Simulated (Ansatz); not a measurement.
A relaxed cell of Na2H is given with its symmetry left out. The cell was found from a structure generator's guess, not taken from experiment.

Theory: DFT PBE, scalar-relativistic, plane waves, PAW in Ansatz. Cutoff 420 eV, Γ-centred mesh, Gaussian smearing, no spin polarisation.

```
Na H
1.0
    -2.31574    2.31574    3.91310
     2.31574   -2.31574    3.91310
     2.31574    2.31574   -3.91310
Na H
2 1
Direct
  0.50000 0.00000 0.50000
  0.00000 0.50000 0.50000
  0.00000 0.00000 0.00000
```

Energies over the elements count from the elements' standard structures at the same level (H₂ as a molecule), with no fitted energy shifts.

Question: Find its symmetry and describe it.

Answer: I4/mmm (No. 139). Conventional cell: a = 4.631 Å, c = 7.826 Å. Na has 2 H at 2.32 Å and 4 Na at 3.27 Å; around H lie 4 Na at 2.32 Å.

Question: What is its formation energy per atom?

Answer: +0.21 eV/atom. The separate elements lie lower, so it is unstable against them.

Question: Is it a metal?

Answer: Yes, bands cross the Fermi level on the 14×14×14 mesh.

The last run used a 14×14×14 mesh for its 3-atom cell and Gaussian smearing of 0.10 eV. The cell is a metal run without spin; a magnetic state may lie lower. With hydrogen, zero-point motion can shift formation energies by some tens of meV/atom. Symmetry constrained the relaxation, so the result can be a saddle point.
